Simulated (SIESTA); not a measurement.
# FeO in SIESTA: the effect of starting spin order

Crystal: FeO.

```xyz
2
Lattice="-1.6021 1.6021 2.0834 1.6021 -1.6021 2.0834 1.6021 1.6021 -2.0834" Properties=species:S:1:pos:R:3 pbc="T T T"
Fe    0.0000    0.0000    0.0000
O     0.0000    0.0000    2.0834
```

The cell comes from a database or a generator and needn't be the stable form of this composition.

Alike in all runs:

- Program: SIESTA 5.4.2
- Task: single point
- Functional: PBEsol
- Potentials or basis: PseudoDojo 0.4 standard (PBEsol files)
- Basis: DZP (energy shift 0.003 Ry; two zetas on semicore shells)
- Grid cutoff: 800 Ry
- Energy shift: 0.003 Ry
- k mesh: 12 × 12 × 12
- Occupations: fermi-dirac, width 0.05 eV

```csv
starting spin order,spin,starting moments,energy over the lowest run (meV/atom),final net moment (μB),final largest site moment (μB)
nm,"collinear spin, zero start","[0.0, 0.0] μB",?,?,?
fm,"collinear spin, ferromagnetic start","[3.0, 0.0] μB",0.0,4.00,3.69
fm_larger,"collinear spin, fm_larger start","[4.5, 0.0] μB",0.0,4.00,3.69
afm,"collinear spin, ferromagnetic start","[3.0, 0.0] μB",0.0,4.00,3.69
```

Task: What does the run with starting spin order nm give?

Result: Energy over the lowest run 907.7 meV/atom; final net moment 0.00 μB; final largest site moment 0.00 μB.

Caveats: a cell with one magnetic atom can't hold antiferromagnetic order, which such compounds often take (some runs).
